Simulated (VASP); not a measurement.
Write the native input for VASP 6.6.1 that does the following.

| Property | Result |
| --- | --- |
| Task | electric field gradients |
| Functional | PBE |
| Potentials or basis | VASP PAW PBE potentials, release 64 (Y_sv) |
| Cutoff | 520 eV |
| k mesh | 14 × 14 × 14 |
| Occupations | fermi-dirac, width 0.03 eV |
| Spin | no spin polarisation |
| Dipole correction | no |
| Further INCAR settings | ALGO = Fast; EDIFF = 1e-08; NBANDS = 12 |

The structure of Y lies in POSCAR:

```
Y
1.0
    0.0000000000      2.4850000000      2.4850000000
    2.4850000000      0.0000000000      2.4850000000
    2.4850000000      2.4850000000      0.0000000000
Y
1
Direct
    0.0000000000      0.0000000000      0.0000000000
```

This isn't the form of Y at room conditions, which is hcp.

One way to write it, as run:

INCAR

```
SYSTEM = Y
  PREC = Accurate
  ENCUT = 520
  EDIFF = 1E-8
  ISMEAR = -1
  SIGMA = 0.03
  LREAL = .FALSE.
  LASPH = .TRUE.
  NELM = 80
  ALGO = Fast
  ISIF = 2
  LWAVE = .FALSE.
  LCHARG = .FALSE.
  GGA = PE
  LEFG = .TRUE.
  NBANDS = 12
```

KPOINTS

```
regular mesh
0
G
  14 14 14
  0 0 0
```

Potentials or basis: VASP PAW PBE potentials, release 64 (Y_sv).

Run with:

```console
$ cat potpaw_PBE.64/Y_sv/POTCAR > POTCAR
$ mpirun -np 1 vasp_std > vasp.out
```

It gave:

- Pressure: 2.2 GPa
- Band gap on the k mesh: none (metal or under the smearing width)

Wall time 110 s on 1 thread of AMD EPYC 7R43 64-Core Processor (Zen 3) (shared host), peak memory 0.16 GiB.
